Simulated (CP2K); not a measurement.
Band structure of BeO (P6_3mc, 4 atoms in the cell).

```
BeO
1.0
    2.66734     0.00000     0.00000
   -1.33367     2.30998     0.00000
    0.00000     0.00000     4.33226
Be O
2 2
Direct
  0.33333   0.66667   0.00016
  0.66667   0.33333   0.50016
  0.33333   0.66667   0.37734
  0.66667   0.33333   0.87734
```

Method of the run: PBE, GPW, DZVP-MOLOPT-SR-GTH basis, GTH-PBE potentials (GTH_POTENTIALS) (CP2K 2026.2).

Settings: CUTOFF = 600 Ry; REL_CUTOFF = 50 Ry; KPOINTS/SCHEME = MONKHORST-PACK 7 7 4; GAMMA_CENTERED = T; XC_FUNCTIONAL = PBE; Be/BASIS_SET = DZVP-MOLOPT-SR-GTH-q4; Be/POTENTIAL = GTH-PBE-q4; O/BASIS_SET = DZVP-MOLOPT-SR-GTH-q6; O/POTENTIAL = GTH-PBE-q6; METHOD = GPW; EPS_DEFAULT = 1e-10; EXTRAPOLATION = USE_GUESS; NGRIDS = 5; SCF_GUESS = ATOMIC.

The starting cell comes from a database of computed structures (which also holds hypothetical and non-ambient phases and stackings), without a prior relaxation at this level. Its lattice was rescaled by a random factor within 2.5 % of one. Values carry the incompleteness of an atom-centred basis.

Task: Predict the gap along the standard path and the places of the band edges.

Result: The gap along the path is 7.96 eV, direct at Γ to within 0.01 eV.

Levels in eV from the top of the valence band on the SCF mesh, bands 7 to 11:
| point | 7 | 8 | 9 | 10 | 11 |
|---|---|---|---|---|---|
| Γ | -1.06 | -0.01 | -0.01 | 0.00 | 7.96 |
| M | -3.54 | -2.82 | -2.10 | -0.97 | 11.52 |
| K | -3.84 | -3.02 | -2.53 | -2.53 | 11.66 |
| A | -0.55 | -0.55 | -0.55 | -0.55 | 10.24 |
| L | -1.98 | -1.98 | -1.82 | -1.82 | 10.29 |
| H | -4.59 | -4.59 | -1.37 | -1.37 | 13.59 |

Higher empty bands are left out: an atom-centred basis made for the valence describes them poorly.
